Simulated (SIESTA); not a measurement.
The system is Ho.

```
Ho
1.0
    -1.99052    1.99052    1.99052
     1.99052   -1.99052    1.99052
     1.99052    1.99052   -1.99052
Ho
1
Cartesian
  0.0000 0.0000 0.0000
```

This isn't the form of Ho at room conditions, which is hcp.

```yaml
Program: SIESTA 5.4.2
Task: single point
Functional: PBE
Potentials_or_basis: PseudoDojo 3+ lanthanides (4f in the core) (PBE files)
Basis: DZP (energy shift 0.002 Ry)
Grid_cutoff: 800 Ry
Energy_shift: 0.002 Ry
k_mesh: 9 × 9 × 9
Occupations: fermi-dirac, width 0.05 eV
Spin: collinear spin, ferromagnetic start
Starting_moments: "[4.0] μB"
```

On this cell: pressure -0.9 GPa; net moment 0.00 μB per cell; band gap on the k mesh none (metal or under the smearing width).

The same run follows on a disturbed copy (cell strained at random at fixed volume):

```xyz
1
Lattice="-1.9971 1.9879 1.9846 1.9824 -1.9855 1.9674 2.0164 2.0047 -1.9821" Properties=species:S:1:pos:R:3 pbc="T T T"
Ho    0.0126    0.0074    0.0294
```

Problem. What does the disturbed cell give?

Solution. The energy (extrapolated to zero smearing) moves by +0.2 meV/atom; pressure -0.9 GPa; net moment 0.00 μB per cell; band gap on the k mesh none (metal or under the smearing width).

Stress tensor (GPa, compression positive):
```
-0.78 -0.23  0.18
-0.23 -0.82 -0.02
 0.18 -0.02 -1.01
```

Caveats: the magnetic or orbital state may not be the lowest; semicore shells carry a single zeta, which can move pressures by several GPa and volumes by a few percent; spin-orbit coupling is left out, which moves the levels of the heavy elements; the 4f electrons are frozen in the core as for a trivalent ion, so they carry no moment and show no levels; the basis of atomic orbitals isn't converged, which shifts pressures, moduli and gaps.
